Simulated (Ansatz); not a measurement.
# HfB2 (P6/mmm) in Ansatz: reference runs

Reference runs on HfB2: the cell as given and a disturbed copy.

All numbers are computed with Ansatz 0.2.0; they aren't measurements. Logs are shortened: lines on timing, memory, paths and dates and some standing lists are left out, and cuts for length are marked.

**1. Starting point**

Symmetry: P6/mmm, No. 191, hexagonal system. Conventional cell: a = 3.140 Å, b = 3.140 Å, c = 3.480 Å, α = 90.00°, β = 90.00°, γ = 120.00°. Hf (site symmetry 6/mmm) has 12 B at 2.51 Å as nearest neighbours. B (site symmetry -6m2) has 3 B at 1.81 Å as nearest neighbours.

**2. Single point, PBE**

Contents of input.yaml:

```yaml
crystal:
  lattice:
    - [3.14, 0.0, 0.0]
    - [-1.57, 2.7193197679, 0.0]
    - [0.0, 0.0, 3.48]
  atoms:
    - { symbol: Hf, position: [0.0, 0.0, 0.0] }
    - { symbol: B, position: [0.6666666667, 0.3333333333, 0.5] }
    - { symbol: B, position: [0.3333333333, 0.6666666667, 0.5] }
hamiltonian:
  xc: pbe
  pseudopotentials: { kind: paw }
kpoints:
  mp_grid: { grid: [10, 10, 8] }
scf:
  occupations: { method: fermi_dirac, width: 0.05 }
output:
  forces: true
  stress: true
  eigenvalues: true
  write_density: true
  write_potential: true
  elf: true
  volumetric_format: npy
```

Potentials or basis: Ansatz PAW.

Run with:

```bash
ansatz run input.yaml --threads 2 --pin off --max-ram 5120MiB --backend cpu --events-out ev --progress --plain --runs-dir out
```

The log of the run:

```text
Warning: RAYON_NUM_THREADS=2 ignored (pool sized by the plan → 2); use --threads N
Engine: ansatz 0.2.0, aarch64-unknown-linux-gnu
Pseudopotentials: kind: paw
Pseudopotential: Hf, paw, valence charge 26, recommended cutoff 420 eV (normal), Hf.paw.azcp
Pseudopotential: B, paw, valence charge 3, recommended cutoff 420 eV (normal), B.paw.azcp
Functional definition: PBE
  parameter kappa = 0.804
  parameter beta = 0.06672455060314922
  exchange = pbe_x(kappa = kappa, mu = beta*pi^2/3)
  correlation = pbe_c(beta = beta)
Crystal: 3 atoms, lattice volume = 29.715 Å³
Basis set: ecut = 420 eV, 563 PW (Γ), exchange–correlation on 48×48×48 points (8 copies of the dense FFT grid, shifted against one another)
Bands: 20, of which v1, the nominal top of the filled ones, is band 16 counted from 1 (15 counted from 0)
Symmetry: 24 space group operations
Space group: P6/mmm (ITA 191), of the structure as read, at distance tolerance 3.1e-5 Å
k-points: 70 of 800
Non-local potential: Hf, projectors of the file, l = 0: 3, l = 1: 2, l = 2: 2, l = 3: 3
Non-local potential: B, projectors of the file, l = 0: 2, l = 1: 2, l = 2: 1
PAW form: soft (Blöchl's): semilocal exchange-correlation on the pseudo side does not see the compensation charge
PAW one-centre angular grid: Hf, 590 points (default); XC on 64 Gauss nodes
PAW one-centre angular grid: B, 110 points (default); XC on 64 Gauss nodes
Initial density: superposition of atomic densities (neutral atoms: chi_scale 0, normalization atom), corrected by the library's trained network
Initial wavefunctions: pseudopotential atomic-orbital guess
Functional: x = pbe(κ = 0.804, μ = 0.2195149727645171), c = pbe(β = 0.06672455060314922)
SCF iter   1: F=—  HF=-16036.213062 eV  |F-HF|=—  |Δ(HF+E_count)|=         —  Δρ=1.63e-3  dr2=9.24e-4  ethr=1.77e-3  ⟨swp⟩=4.1  Hψ=5462  notcnv=0
preconditioner: auto → none  [insulator: Δε(μ)=0.297 eV  Ē_g=17.458 eV  σ=0.050 eV  W_gap=0.77  n_scr=8 (ndim 8)  ℏωp=37.3 eV  f_vac=0.000  D(μ)=0.31/eV (n_scr^D=0)  ε∞_Penn≈5.6]
SCF iter   2: F=—  HF=-16036.212755 eV  |F-HF|=—  |Δ(HF+E_count)|=   3.07e-4  Δρ=5.72e-4  dr2=5.28e-5  ethr=2.89e-6  ⟨swp⟩=2.6  Hψ=3050  notcnv=0
SCF iter   3: F=—  HF=-16036.212755 eV  |F-HF|=—  |Δ(HF+E_count)|=   7.82e-8  Δρ=2.86e-4  dr2=8.65e-6  ethr=1.65e-7  ⟨swp⟩=2.1  Hψ=2034  notcnv=0
SCF iter   4: F=—  HF=-16036.212754 eV  |F-HF|=—  |Δ(HF+E_count)|=   1.01e-6  Δρ=1.34e-4  dr2=2.51e-6  ethr=2.70e-8  ⟨swp⟩=2.0  Hψ=2385  notcnv=0
SCF iter   5: F=—  HF=-16036.212753 eV  |F-HF|=—  |Δ(HF+E_count)|=   1.26e-6  Δρ=4.32e-5  dr2=1.51e-7  ethr=7.83e-9  ⟨swp⟩=2.0  Hψ=2512  notcnv=0
SCF iter   6: F=-16036.212753 eV  HF=-16036.212753 eV  |F-HF|=3.05e-9  |Δ(HF+E_count)|=   4.77e-8  Δρ=7.51e-6  dr2=4.11e-9  ethr=3.13e-10  ⟨swp⟩=7.4  Hψ=8383  notcnv=0
SCF 1 converged in 6 iterations: F = -16036.212753 eV  dr2 = 4.11e-9
SCF converged after 6 iterations
Free energy (F): -16036.212753 eV
Harris-Foulkes:  -16036.212753 eV  (|F-HF|=3.05e-9)
Internal energy: -16036.210150 eV  (E = F + TS)
E sigma→0 (E₀):  -16036.211451 eV
Entropy (-TS):   -0.002603 eV (-0.868 meV/atom)
Fermi energy:    20.415386 eV
--- Per-component energies (eV) ---
  E_band       = 128.535681
  E_kinetic    = 525.979045
  E_local      = -5276.158260  (includes V_loc(G=0)·N_el)
  E_nonlocal   = -1221.811819
  E_hartree    = 2515.266945
  E_xc         = -367.037863
  E_vxc        = -346.333747  (∫ρ·V_xc dr)
  E_paw        = -7085.445622  (= ΣΔE_a)
  E_vpaw       = 1416.324807  (= ΣTr[D̂ρ^β])
  E_aug_tail   = -0.000008  (compensation charges beyond the density's cutoff)
  E_ewald      = -5127.002568
  E_smearing   = -0.002603  (= −TS)
  E_closure    = 0.000000  (closes the sum)
  Σ components = -16036.212753   (vs F -16036.212753, Δ=0.00e0)
--- Forces (eV/Å), atoms counted from 1 ---
  atom   1  Hf     0.00000000    -0.00000000     0.00000000
  atom   2  B      0.00000000     0.00000000     0.00000000
  atom   3  B      0.00000000    -0.00000000     0.00000000
  max |Σ_I F_I| component: 7.40e-17 eV/Å
--- Stress (GPa, compression-positive) ---
        1.221421      -0.000000       0.000000
       -0.000000       1.221421       0.000000
        0.000000       0.000000       1.707748
  P = ⅓ Tr σ = 1.3835 GPa (13.835 kbar)
--- Band table (eV; the first three rows and the last of 70) ---
  k-point 0: bands = ["-41.2790", "-10.1434", "-9.6661", "-9.6661", "6.7624", "8.7487", "8.7641", "8.7804", "8.7804", "8.7820", "8.7820", "8.8740", "17.4966", "17.5985", "17.5985", "17.7689", "24.5128", "24.5128", "25.1398", "25.1398"]
  k-point 1: bands = ["-41.2780", "-10.1847", "-9.6631", "-9.6631", "7.0069", "8.7464", "8.7641", "8.7788", "8.7788", "8.7835", "8.7835", "8.8740", "16.0172", "17.7588", "17.7588", "19.1666", "23.1801", "23.1801", "24.6261", "24.6261"]
  k-point 2: bands = ["-41.2755", "-10.2829", "-9.6559", "-9.6559", "7.6810", "8.7442", "8.7640", "8.7712", "8.7712", "8.7911", "8.7911", "8.8740", "14.3780", "18.2213", "18.2213", "20.6611", "21.8916", "21.8916", "23.4416", "23.4416"]
  k-point 69: bands = ["-41.2182", "-10.2243", "-10.2203", "-10.0801", "8.7519", "8.7633", "8.7731", "8.7785", "8.7806", "8.7952", "8.8467", "10.9389", "11.9368", "15.0497", "17.2098", "17.3092", "24.9884", "26.0469", "26.9754", "27.4815"]
```

Run time: 1.8 s. Hardware: 2 threads of Arm Neoverse V1, shared host; peak memory 0.33 GiB.

Results:

```
Free energy            : -16036.2128 eV
Pressure               : 1.4 GPa
Band gap on the k mesh : none (metal or under the smearing width)
```

The run has no spin-orbit coupling, so splittings on Hf are missing.

**3. Single point, PBE (atoms moved at random, drawn with an rms of 0.05 Å)**

Contents of input.yaml:

```yaml
crystal:
  lattice:
    - [3.14, 0.0, 0.0]
    - [-1.57, 2.7193197679, 0.0]
    - [0.0, 0.0, 3.48]
  atoms:
    - { symbol: Hf, position: [0.00407, -0.003784, -0.002973] }
    - { symbol: B, position: [0.673524, 0.34355, 0.491307] }
    - { symbol: B, position: [0.31739, 0.675133, 0.484549] }
hamiltonian:
  xc: pbe
  pseudopotentials: { kind: paw }
kpoints:
  mp_grid: { grid: [10, 10, 8] }
scf:
  occupations: { method: fermi_dirac, width: 0.05 }
output:
  forces: true
  stress: true
  eigenvalues: true
```

Potentials or basis: Ansatz PAW.

Run with:

```bash
ansatz run input.yaml --threads 2 --pin off --max-ram 5120MiB --backend cpu --events-out ev --progress --plain --runs-dir out
```

Run time: 11 s. Hardware: 2 threads of Arm Neoverse V1, shared host; peak memory 0.51 GiB.

The run converged. Its results:

```yaml
Free_energy: -16036.1469 eV
Pressure: 2.2 GPa
Largest_force: 1.320 eV/Å
Band_gap_on_the_k_mesh: none (metal or under the smearing width)
```

Forces on the atoms (eV/Å):
```
Hf  -0.677  0.522 -0.492
B   -0.580 -0.397  0.107
B    1.257 -0.125  0.384
```

Stress tensor (GPa, compression positive):
```
 2.38 -0.43  0.48
-0.43  1.91 -0.32
 0.48 -0.32  2.29
```

Levels at points of the mesh, in eV from the Fermi level:
| k point | band 14 | band 15 | band 16 | band 17 | band 18 | band 19 |
| --- | --- | --- | --- | --- | --- | --- |
| (0.00, 0.00, 0.00) | -3.02 | -2.60 | -2.53 | 3.92 | 4.10 | 4.32 |
| (0.00, 0.00, -0.50) | -1.56 | -0.72 | 0.15 | 0.70 | 1.03 | 1.06 |
| (0.00, -0.50, 0.00) | -4.09 | -3.43 | -2.70 | 2.12 | 2.93 | 5.58 |
| (0.00, -0.50, -0.50) | -4.88 | -4.63 | -2.63 | 3.94 | 4.23 | 6.28 |
| (-0.50, 0.00, 0.00) | -3.90 | -3.35 | -2.59 | 1.77 | 2.88 | 5.50 |
| (-0.50, 0.00, -0.50) | -4.83 | -4.79 | -2.46 | 4.03 | 4.20 | 6.28 |
| (-0.50, -0.50, 0.00) | -4.22 | -3.47 | -2.85 | 2.52 | 2.82 | 5.69 |
| (-0.50, -0.50, -0.50) | -4.98 | -4.52 | -2.74 | 3.97 | 4.29 | 6.29 |
